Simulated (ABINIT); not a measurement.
# TiTe2 (P-3m1) in ABINIT: a series of runs

Aim: see how the results for TiTe2 move with the level of theory and the settings. Levels: PBEsol, PBE. Tasks: single point.

Program: ABINIT 10.8.3 (patched build). These are calculated values, not measurements. Logs are shortened: lines on timing, memory, paths and dates and some standing lists are left out, and cuts for length are marked. The log counts tension as positive stress, the text compression.

### Step 1. The structure

Symmetry: P-3m1, No. 164, trigonal system. Conventional cell: a = 3.777 Å, b = 3.777 Å, c = 6.498 Å, α = 90.00°, β = 90.00°, γ = 120.00°. Te (site symmetry 3m) is surrounded by 3 Ti at 2.77 Å. Around Ti (site symmetry -3m) lie 6 Te at 2.77 Å.

### Step 2. Single point, PBEsol

Input file run.abi:

```
# Pseudopotentials
pp_dirpath "./"
pseudos "Te.upf, Ti.upf"

# Structure
acell 7.1374955727 7.1374955727 12.2794403578
rprim
     1.0000000000     0.0000000000     0.0000000000
    -0.5000000000     0.8660254038     0.0000000000
     0.0000000000     0.0000000000     1.0000000000
ntypat 2
znucl 52 22
natom 3
typat 1 1 2
xcart
    -0.0000000002     2.1806519668     4.7903256000
     1.8885000002     1.0903259833     1.7076744000
     0.0000000000     0.0000000000     0.0000000000 Angstrom

# Plane-wave basis
ecut 1034.032677 eV

# k points
kptopt 1
ngkpt 6 6 3
nshiftk 1
shiftk 0.0 0.0 0.0

# Exchange and correlation
ixc -116133

# Bands and occupations
nband 27
occopt 3
tsmear 0.00183747

# SCF cycle
nstep 100
tolvrs 1.0e-10

# Output
iomode 3
prtwf 0
prtden 0
prteig 0
prtebands 0
enunit 2
```

Potentials or basis: PseudoDojo NC SR PBEsol v0.4.1 standard.

Command:

```bash
abinit run.abi > log 2>&1
```

run.abo:

```text
.Version 10.8.3 of ABINIT
 Symmetries : space group P-3 m 1 (#164); Bravais hP (primitive hexag.)
================================================================================
 Values of the parameters that define the memory need of the present run
     intxc =       0    ionmov =       0      iscf =       7    lmnmax =       6
     lnmax =       6     mgfft =      72  mpssoang =       3    mqgrid =    3408
     natom =       3  nloc_mem =       1    nspden =       1   nspinor =       1
    nsppol =       1      nsym =      12    n1xccc =    2501    ntypat =       2
    occopt =       3   xclevel =       2
       mpw =        6096          nfft =      115200          nkpt =          17
================================================================================
================================================================================

--------------------------------------------------------------------------------
------------- Echo of variables that govern the present computation ------------
--------------------------------------------------------------------------------
 -outvars: echo values of preprocessed input variables --------
            acell      7.1374955727E+00  7.1374955727E+00  1.2279440358E+01 Bohr
              amu      1.27600000E+02  4.78800000E+01
             ecut      3.80000000E+01 Hartree
           enunit           2
              ixc     -116133
         kptrlatt        6    0    0      0    6    0      0    0    3
          kptrlen      3.68383211E+01
            natom           3
            nband          27
            ngfft          40      40      72
             nkpt          17
            nstep         100
             nsym          12
           ntypat           2
           occopt           3
           prtden           0
        prtebands           0
           prteig           0
            prtwf           0
            rprim      1.0000000000E+00  0.0000000000E+00  0.0000000000E+00
                      -5.0000000000E-01  8.6602540380E-01  0.0000000000E+00
                       0.0000000000E+00  0.0000000000E+00  1.0000000000E+00
          spgroup         164
           tolvrs      1.00000000E-10
           tsmear      1.83747000E-03 Hartree
            typat      1  1  2
           xangst      8.4454237478E-18  2.1806519653E+00  4.7903255978E+00
                       1.8884999987E+00  1.0903259826E+00  1.7076743978E+00
                       0.0000000000E+00  0.0000000000E+00  0.0000000000E+00
            xcart      1.5959537900E-17  4.1208349903E+00  9.0524034338E+00
                       3.5687477863E+00  2.0604174952E+00  3.2270369240E+00
                       0.0000000000E+00  0.0000000000E+00  0.0000000000E+00
             xred      3.3333333333E-01  6.6666666667E-01  7.3720000016E-01
                       6.6666666667E-01  3.3333333333E-01  2.6279999984E-01
                       0.0000000000E+00  0.0000000000E+00  0.0000000000E+00
            znucl       52.00000   22.00000

================================================================================

 chkinp: Checking input parameters for consistency.

================================================================================
== DATASET  1 ==================================================================

--- !DatasetInfo
iteration_state: {dtset: 1, }
dimensions: {natom: 3, nkpt: 17, mband: 27, nsppol: 1, nspinor: 1, nspden: 1, mpw: 6096, }
cutoff_energies: {ecut:  38.0, pawecutdg:  -1.0, }
electrons: {nelect:   4.40000000E+01, charge:   0.00000000E+00, occopt:   3.00000000E+00, tsmear:   1.83747000E-03, }
meta: {optdriver: 0, ionmov: 0, optcell: 0, iscf: 7, paral_kgb: 0, }
...

 Real(R)+Recip(G) space primitive vectors, cartesian coordinates (Bohr,Bohr^-1):
 R(1)=  7.1374956  0.0000000  0.0000000  G(1)=  0.1401052  0.0808898  0.0000000
 R(2)= -3.5687478  6.1812525  0.0000000  G(2)=  0.0000000  0.1617795  0.0000000
 R(3)=  0.0000000  0.0000000 12.2794404  G(3)=  0.0000000  0.0000000  0.0814369
 Unit cell volume ucvol=  5.4175248E+02 bohr^3
 Angles (23,13,12)=  9.00000000E+01  9.00000000E+01  1.20000000E+02 degrees

 getcut: wavevector=  0.0000  0.0000  0.0000  ngfft=  40  40  72
         ecut(hartree)=     38.000   => boxcut(ratio)=   2.01956

--- Pseudopotential description ------------------------------------------------
- pspini: atom type   1  psp file is ./Te.upf
12 -116133 2 -1 1294                          pspcod,pspxc,lmax,lloc,mmax
     nproj     2     2     2

- pspini: atom type   2  psp file is ./Ti.upf
12 -116133 2 -1 1586                          pspcod,pspxc,lmax,lloc,mmax
     nproj     2     2     2

   3.89060288E+03                                ecore*ucvol(ha*bohr**3)
--------------------------------------------------------------------------------

================================================================================

--- !BeginCycle
iteration_state: {dtset: 1, }
solver: {iscf: 7, nstep: 100, nline: 4, wfoptalg: 0, }
tolerances: {tolvrs: 1.00E-10, }
...

     iter   Etot(hartree)      deltaE(h)  residm     vres2
 ETOT  1  -268.39622969125    -2.684E+02 1.835E-01 6.304E+02
 ETOT  2  -260.68938249731     7.707E+00 1.035E-01 7.423E+04
 ETOT  3  -268.59669818837    -7.907E+00 1.777E-02 1.394E+03
 ETOT  4  -268.69347778947    -9.678E-02 3.611E-03 4.874E+02
 ETOT  5  -268.73470891743    -4.123E-02 4.564E-04 1.993E+01
 ETOT  6  -268.73515945788    -4.505E-04 1.314E-04 2.189E+01
 ETOT  7  -268.73723625509    -2.077E-03 4.717E-05 1.242E+00
 ETOT  8  -268.73737561021    -1.394E-04 4.884E-05 3.849E-02
 ETOT  9  -268.73738006107    -4.451E-06 1.122E-05 2.367E-03
 ETOT 10  -268.73738029109    -2.300E-07 1.106E-05 1.527E-05
 ETOT 11  -268.73738029345    -2.365E-09 2.151E-06 4.713E-08
 ETOT 12  -268.73738029347    -1.444E-11 2.586E-06 9.147E-09
 ETOT 13  -268.73738029347    -5.627E-12 5.716E-07 2.601E-10
 ETOT 14  -268.73738029347    -9.663E-13 6.036E-07 3.185E-12

 At SCF step   14       vres2   =  3.18E-12 < tolvrs=  1.00E-10 =>converged.

 Cartesian components of stress tensor (hartree/bohr^3)
  sigma(1 1)=  7.77696257E-05  sigma(3 2)=  0.00000000E+00
  sigma(2 2)=  7.77696252E-05  sigma(3 1)=  0.00000000E+00
  sigma(3 3)=  8.25896469E-05  sigma(2 1)=  0.00000000E+00

--- !ResultsGS
iteration_state: {dtset: 1, }
comment   : Summary of ground state results
lattice_vectors:
- [  7.1374956,   0.0000000,   0.0000000, ]
- [ -3.5687478,   6.1812525,   0.0000000, ]
- [  0.0000000,   0.0000000,  12.2794404, ]
lattice_lengths: [   7.13750,    7.13750,   12.27944, ]
lattice_angles: [ 90.000,  90.000, 120.000, ] # degrees, (23, 13, 12)
lattice_volume:   5.4175248E+02
convergence: {deltae: -9.663E-13, res2:  3.185E-12, residm:  6.036E-07, diffor: null, }
etotal    :  -2.68737380E+02
entropy   :   0.00000000E+00
fermie    :   2.17815648E-01
cartesian_stress_tensor: # hartree/bohr^3
- [  7.77696257E-05,   0.00000000E+00,   0.00000000E+00, ]
- [  0.00000000E+00,   7.77696252E-05,   0.00000000E+00, ]
- [  0.00000000E+00,   0.00000000E+00,   8.25896469E-05, ]
pressure_GPa:  -2.3353E+00
xred      :
- [  3.3333E-01,   6.6667E-01,   7.3720E-01, Te]
- [  6.6667E-01,   3.3333E-01,   2.6280E-01, Te]
- [  0.0000E+00,   0.0000E+00,   0.0000E+00, Ti]
cartesian_forces: # hartree/bohr
- [  3.01802804E-28,   4.06573837E-28,   3.58796662E-03, ]
- [ -3.01802804E-28,   5.80819767E-29,  -3.58796662E-03, ]
- [ -0.00000000E+00,  -4.64655814E-28,  -0.00000000E+00, ]
force_length_stats: {min:   4.64655814E-28, max:   3.58796662E-03, mean:   2.39197775E-03, }
...

 Integrated electronic density in atomic spheres:
 ------------------------------------------------
 Atom  Sphere_radius  Integrated_density
    1        2.00000         11.96353763
    2        2.00000         11.96353763
    3        2.00000          9.47210229
================================================================================

 ----iterations are completed or convergence reached----

 Mean square residual over all n,k,spin=   13.848E-10; max=  60.360E-08
 reduced coordinates (array xred) for    3 atoms
       0.333333333333      0.666666666667      0.737200000161
       0.666666666667      0.333333333333      0.262799999839
       0.000000000000      0.000000000000      0.000000000000
 rms dE/dt=  2.0769E-02; max dE/dt=  4.4058E-02; dE/dt below (all hartree)
    1      -0.000000000000     -0.000000000000     -0.044058222165
    2       0.000000000000     -0.000000000000      0.044058222165
    3       0.000000000000      0.000000000000      0.000000000000

 cartesian coordinates (angstrom) at end:
    1      0.00000000000000     2.18065196528550     4.79032559779101
    2      1.88849999871577     1.09032598264275     1.70767439779101
    3      0.00000000000000     0.00000000000000     0.00000000000000

 cartesian forces (hartree/bohr) at end:
    1      0.00000000000000     0.00000000000000     0.00358796662396
    2     -0.00000000000000     0.00000000000000    -0.00358796662396
    3     -0.00000000000000    -0.00000000000000    -0.00000000000000
 frms,max,avg= 1.6913837E-03 3.5879666E-03   0.000E+00  0.000E+00  0.000E+00 h/b

 cartesian forces (eV/Angstrom) at end:
    1      0.00000000000000     0.00000000000000     0.18450066196499
    2     -0.00000000000000     0.00000000000000    -0.18450066196499
    3     -0.00000000000000    -0.00000000000000    -0.00000000000000
 frms,max,avg= 8.6974446E-02 1.8450066E-01   0.000E+00  0.000E+00  0.000E+00 e/A
 length scales=  7.137495572700  7.137495572700 12.279440357800 bohr
              =  3.776999997432  3.776999997432  6.497999995582 angstroms
 Fermi (or HOMO) energy (hartree) =   0.21782   Average Vxc (hartree)=  -0.38792
 Eigenvalues (hartree) for nkpt=  17  k points:
 kpt#   1, nband= 27, wtk=  0.00926, kpt=  0.0000  0.0000  0.0000 (reduced coord)
  -1.88496   -1.12298   -1.12298   -1.12285   -1.12285   -1.12229   -1.12229   -1.12224
  -1.12224   -1.12219   -1.12212   -1.01581   -1.01581   -1.01539   -0.23912   -0.18378
   0.02498    0.15712    0.15712    0.23057    0.23330    0.23330    0.23911    0.25742
   0.25742    0.33130    0.33130
      occupation numbers for kpt#   1
   2.00000    2.00000    2.00000    2.00000    2.00000    2.00000    2.00000    2.00000
   2.00000    2.00000    2.00000    2.00000    2.00000    2.00000    2.00000    2.00000
   2.00000    2.00000    2.00000    0.00193    0.00044    0.00044    0.00002    0.00000
   0.00000    0.00000    0.00000
 prteigrs : prtvol=0 or 1, do not print more k-points.

 Fermi (or HOMO) energy (eV) =   5.92707   Average Vxc (eV)= -10.55594
 Eigenvalues (   eV  ) for nkpt=  17  k points:
 kpt#   1, nband= 27, wtk=  0.00926, kpt=  0.0000  0.0000  0.0000 (reduced coord)
 -51.29239  -30.55782  -30.55782  -30.55429  -30.55429  -30.53918  -30.53918  -30.53775
 -30.53775  -30.53636  -30.53434  -27.64148  -27.64148  -27.63025   -6.50691   -5.00097
   0.67961    4.27543    4.27543    6.27415    6.34853    6.34853    6.50645    7.00483
   7.00483    9.01508    9.01508
 prteigrs : prtvol=0 or 1, do not print more k-points.

--- !EnergyTerms
iteration_state     : {dtset: 1, }
comment             : Components of total free energy in Hartree
kinetic             :  1.37202526286207E+02
hartree             :  6.74645546600202E+01
xc                  : -5.74173097991603E+01
Ewald energy        : -1.59232670125945E+02
psp_core            :  7.18151372347918E+00
local_psp           : -2.05178245513135E+02
non_local_psp       : -5.87573505349735E+01
internal            : -2.68736981303508E+02
'-kT*entropy'       : -3.98989966785615E-04
total_energy        : -2.68737380293474E+02
total_energy_eV     : -7.31271665389882E+03
band_energy         : -3.15247152842498E+01
...

 Cartesian components of stress tensor (hartree/bohr^3)
  sigma(1 1)=  7.77696257E-05  sigma(3 2)=  0.00000000E+00
  sigma(2 2)=  7.77696252E-05  sigma(3 1)=  0.00000000E+00
  sigma(3 3)=  8.25896469E-05  sigma(2 1)=  0.00000000E+00

-Cartesian components of stress tensor (GPa)         [Pressure= -2.3353E+00 GPa]
- sigma(1 1)=  2.28806138E+00  sigma(3 2)=  0.00000000E+00
- sigma(2 2)=  2.28806137E+00  sigma(3 1)=  0.00000000E+00
- sigma(3 3)=  2.42987130E+00  sigma(2 1)=  0.00000000E+00

== END DATASET(S) ==============================================================
================================================================================

 -outvars: echo values of variables after computation  --------
            acell      7.1374955727E+00  7.1374955727E+00  1.2279440358E+01 Bohr
           etotal     -2.6873738029E+02
            fcart      3.0180280416E-28  4.0657383718E-28  3.5879666240E-03
                      -3.0180280416E-28  5.8081976740E-29 -3.5879666240E-03
                      -0.0000000000E+00 -4.6465581392E-28 -0.0000000000E+00
            rprim      1.0000000000E+00  0.0000000000E+00  0.0000000000E+00
                      -5.0000000000E-01  8.6602540380E-01  0.0000000000E+00
                       0.0000000000E+00  0.0000000000E+00  1.0000000000E+00
           strten      7.7769625651E-05  7.7769625172E-05  8.2589646925E-05
                       0.0000000000E+00  0.0000000000E+00  0.0000000000E+00
           xangst      8.4454237478E-18  2.1806519653E+00  4.7903255978E+00
                       1.8884999987E+00  1.0903259826E+00  1.7076743978E+00
                       0.0000000000E+00  0.0000000000E+00  0.0000000000E+00
             xred      3.3333333333E-01  6.6666666667E-01  7.3720000016E-01
                       6.6666666667E-01  3.3333333333E-01  2.6279999984E-01
                       0.0000000000E+00  0.0000000000E+00  0.0000000000E+00
 Calculation completed.
```

It took 2.2 min on 1 thread of Arm Neoverse V1, shared host; peak memory 0.13 GiB.

What came out:

```yaml
Free_energy: -7312.7167 eV
Pressure: -2.3 GPa
Largest_force: 0.185 eV/Å
Band_gap_on_the_k_mesh: none (metal or under the smearing width)
Valence_electrons_inside_the_program's_atomic_spheres: Te 11.96; Ti 9.47
```

Forces on the atoms (eV/Å):
```
Te   0.000  0.000  0.185
Te   0.000  0.000 -0.185
Ti   0.000  0.000  0.000
```

Levels at points of the mesh, in eV from the Fermi level:
```
           k point  band 20  band 21  band 22  band 23  band 24  band 25
(0.00, 0.00, 0.00)     0.35     0.42     0.42     0.58     1.08     1.08
(0.50, 0.00, 0.00)    -2.40    -1.72    -1.13     0.03     1.18     1.49
```

Caveat: this functional lacks dispersion, which binds the layers, so the pressure and a relaxed spacing across them are unreliable.

(Continued in part 2 of 2.)
